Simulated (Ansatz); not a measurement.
Gd:

```
Gd
1.0
    -2.02500    2.02500    2.02500
     2.02500   -2.02500    2.02500
     2.02500    2.02500   -2.02500
Gd
1
Direct
  0.00000 0.00000 0.00000
```

This isn't the form of Gd at room conditions, which is hcp.

- Program: Ansatz 0.2.0
- Task: relaxation of cell and atoms
- Functional: PBEsol
- Dispersion: D4
- Potentials or basis: all-electron LAPW, scalar-relativistic
- Basis error allowed: 0.001 eV/atom
- k mesh: 7 × 7 × 7
- Occupations: methfessel-paxton, width 0.1 eV
- Spin: non-collinear spin, ferromagnetic start
- Starting moments: [[0.0, 0.0, 7.0]] μB
- Hubbard terms: Gd f U = 3.0 eV

At the start: volume 33.22 Å³/atom.

Q: Where does the relaxation end?

A: Over 6 steps the energy falls by 20.1 meV/atom and the volume is 30.11 Å³/atom (-9.4 %); space group Im-3m (No. 229, to 0.05 Å); moment 7.64 μB per cell.

The path:
| step | energy change (eV) | largest force (eV/Å) | volume (Å³) |
| --- | --- | --- | --- |
| 1 | 0.0000 | 0.0000 | 33.22 |
| 2 | -0.0173 | 0.0000 | 31.38 |
| 3 | -0.0189 | 0.0000 | 30.83 |
| 4 | -0.0200 | 0.0000 | 30.27 |
| 5 | -0.0201 | 0.0000 | 30.11 |
| 6 | -0.0201 | 0.0000 | 30.11 |

Final structure:
```
Gd
1.0
    -1.95977    1.95977    1.95977
     1.95977   -1.95977    1.95977
     1.95977    1.95977   -1.95977
Gd
1
Direct
  0.00000 0.00000 0.00000
```

Caveat: the k mesh is thin for a metal, which can move the energy by tens of meV per atom; the magnetic state may not be the lowest; an open f shell can end in a state above the lowest; the program listed the state as in doubt; U is the effective U less J, on atomic orbitals that reach past the spheres; pairwise dispersion overbinds metals, which lowers pressure and volume.
